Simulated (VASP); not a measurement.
From VASP inputs to Ansatz: GaP (strained zincblende)

INCAR

```
GGA = PE
LREAL = .FALSE.
IBRION = -1
LCHARG = .TRUE.
LWAVE = .FALSE.
SIGMA = 0.02
ISMEAR = -1
PREC = Accurate
EDIFF = 1E-7
ENCUT = 520
ISIF = 2
NSW = 0
NELM = 120
LASPH = .TRUE.
LELF = .TRUE.
NBANDS = 16
```

KPOINTS

```
KPOINTS created by Atomic Simulation Environment
0
Gamma
8 8 8
0 0 0
```

KPOINTS_OPT

```
special points
7
Reciprocal
0.0000000000 0.0000000000 0.0000000000 1
-0.5000000000 -0.5000000000 0.0000000000 1
-0.3750000000 -0.3750000000 0.2500000000 1
-0.3750000000 0.0000000000 0.3750000000 1
0.0000000000 0.0000000000 0.5000000000 1
-0.5000000000 -0.2500000000 0.2500000000 1
0.0000000000 0.4244790000 0.4244790000 1
```

POSCAR

```
Ga P
 1.0000000000000000
     0.0000000000000000    2.6572643123000002    2.7830825241000001
     2.6572643123000002    0.0000000000000000    2.7830825241000001
     2.6572643123000002    2.6572643123000002    0.0000000000000000
 Ga  P
   1   1
Cartesian
  0.0000000000000000  0.0000000000000000  0.0000000000000000
  1.3286321561500001  1.3286321561500001  1.3915412620500001
```

VASP ran with the recommended PBE PAW datasets (18 valence electrons in the cell).

Task: Translate these files to an Ansatz input.

Result: 

```yaml
crystal:
  lattice:
    - [0.0, 2.6572643123, 2.7830825241]
    - [2.6572643123, 0.0, 2.7830825241]
    - [2.6572643123, 2.6572643123, 0.0]
  atoms:
    - { symbol: Ga, position: [0.0, 0.0, 0.0] }
    - { symbol: P, position: [0.25, 0.25, 0.25] }
kpoints:
  mp_grid: { grid: [8, 8, 8] }
  band_path:
    path:
      - [0.0, 0.0, 0.0]
      - [-0.5, -0.5, 0.0]
      - [-0.375, -0.375, 0.25]
      - [-0.375, 0.0, 0.375]
      - [0.0, 0.0, 0.5]
      - [-0.5, -0.25, 0.25]
      - [0.0, 0.424479, 0.424479]
    npoints: 1
hamiltonian:
  xc: pbe
scf:
  occupations: { method: fermi_dirac, width: 0.02 }
  n_extra_bands: 4
output:
  forces: true
  stress: true
  eigenvalues: true
```

Other inputs would serve too.

```json
{"": "gap between bands v and c", "VASP": "1.31 eV", "Ansatz": "1.31 eV"}
{"": "least direct gap", "VASP": "1.96 eV", "Ansatz": "1.96 eV"}
{"": "pressure", "VASP": "5.2 GPa", "Ansatz": "5.2 GPa"}
```

The two codes use different PAW datasets and cutoffs. VASP's cell holds 18 valence electrons and Ansatz's 18. Ansatz's stress includes a Pulay correction; VASP's doesn't.
